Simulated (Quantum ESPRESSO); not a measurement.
Here is a Quantum ESPRESSO 7.5 calculation.

The input pw.in:

```
&CONTROL
  calculation = 'scf'
  prefix = 'pwscf'
  outdir = './tmp'
  pseudo_dir = './pseudo'
  tprnfor = .true.
  tstress = .true.
  disk_io = 'nowf'
/
&SYSTEM
  ibrav = 0
  nat = 1
  ntyp = 1
  ecutwfc = 60
  nbnd = 12
  occupations = 'smearing'
  smearing = 'fd'
  degauss = 0.00367493
/
&ELECTRONS
  conv_thr = 2d-10
  electron_maxstep = 120
  mixing_beta = 0.5
/
ATOMIC_SPECIES
Hf   178.4900 Hf-sp.oncvpsp.upf
CELL_PARAMETERS angstrom
  -1.7353850000    1.7880950000    1.8403380000
   1.7684040000   -1.7610630000    1.8463250000
   1.7817980000    1.8074760000   -1.8133060000
ATOMIC_POSITIONS crystal
Hf    -0.0165250000   -0.0068030000   -0.0104090000
K_POINTS automatic
10 10 10 0 0 0
```

Potentials or basis: SSSP 1.3 efficiency PBE.

Command:

```bash
$ OMP_NUM_THREADS=1 pw.x -in pw.in > pw.out
```

Q: Predict the band gap on the k mesh.

A: None (metal or under the smearing width).

Q: What does it give for the pressure?

A: -4.8 GPa.

Stress tensor (GPa, compression positive):
```
-5.59 -1.23 -0.96
-1.23 -4.94 -0.80
-0.96 -0.80 -3.79
```

The run has no spin-orbit coupling, so splittings on Hf are missing.
